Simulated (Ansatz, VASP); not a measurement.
La in VASP and in Ansatz

```
La
1.0
    -2.16549    2.16549    2.16549
     2.16549   -2.16549    2.16549
     2.16549    2.16549   -2.16549
La
1
Direct
  0.00000 0.00000 0.00000
```

Change from the starting cell: volume scaled by 1.06.

Alike in both runs: task single point; functional PBE; k mesh 9 × 9 × 9; occupations fermi-dirac, width 0.05 eV; no spin polarisation.

|  | VASP | Ansatz |
| --- | --- | --- |
| version | VASP 6.6.1 | Ansatz 0.2.0 |
| potentials or method | VASP PAW PBE potentials, release 64 (La) | Ansatz PAW |
| plane-wave cutoff (eV) | 520 | 420 |
| valence electrons in the cell | 11 | 11 |

|  | VASP | Ansatz | Ansatz less VASP |
| --- | --- | --- | --- |
| gap on the k mesh at the Fermi level (eV) | none | none | - |
| pressure (GPa) | -1.8 | -1.8 | -0.04 |

A gap of «none» marks a metal or a gap that the smearing closes.

Spin-orbit coupling is left out, which matters for the levels of La.
